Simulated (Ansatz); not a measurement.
**WS2 (Tungstenite) from its elements: all-electron against pseudopotential results**

```xyz
3
Lattice="1.5938 0.9202 7.4572 -1.5938 0.9202 7.4572 0.0000 -1.8404 7.4572" Properties=species:S:1:pos:R:3 pbc="T T T"
W     0.0000    0.0000    0.0152
S     0.0000    0.0000    5.9013
S     0.0000    0.0000    9.0434
```

The cell comes from a relaxation on PAW files under the same functional, begun from a database entry that needn't be the ground state.

Computed with Ansatz 0.2.0; functional PBE, scalar-relativistic. Settings: a Γ-centred 13×13×13 k mesh, Fermi–Dirac smearing of 0.05 eV, no spin polarisation. Methods: LAPW: all electrons, basis error target 0.5 meV/atom; PAW: frozen-core files, cutoff 420 eV; crystal datasets: all electrons, by PAW datasets that the program makes for each cell.

The elements are taken as S S6 rings, W bcc, each relaxed on PAW files under the same functional and computed by the same method as the compound; zero-point and thermal terms are left out. PBE lacks dispersion, which leaves layered or molecular solids underbound, be they references or the compound itself. S6 rings stand in for α-S8.

Spin–orbit coupling is left out, which matters for the heavy atoms. The relaxed volume lies +23 % from the database entry's, so this cell isn't the real material's; missing dispersion or a faulty entry can cause that.

(1) Give the formation energy by each method, with the residual pressure at this cell and the LAPW gap.

(2) Give the LAPW value for one formula unit in kJ/mol.

(3) How does the cell move when LAPW relaxes it further?

## Answers

(1) 

| method | ΔE(formation) (eV/atom) | P at this cell (GPa) | gap (eV) |
| --- | --- | --- | --- |
| LAPW | -0.875 | 0.06 | 1.64 |
| PAW | -0.877 | 0.01 | – |
| crystal datasets | -0.875 | 0.06 | – |

(2) -0.875 eV/atom × 3 atoms × 96.485 kJ/(mol·eV) = -253.3 kJ/mol, at zero temperature and without zero-point motion.

(3) The volume goes from 21.874 to 21.892 Å³/atom (+0.08 %).
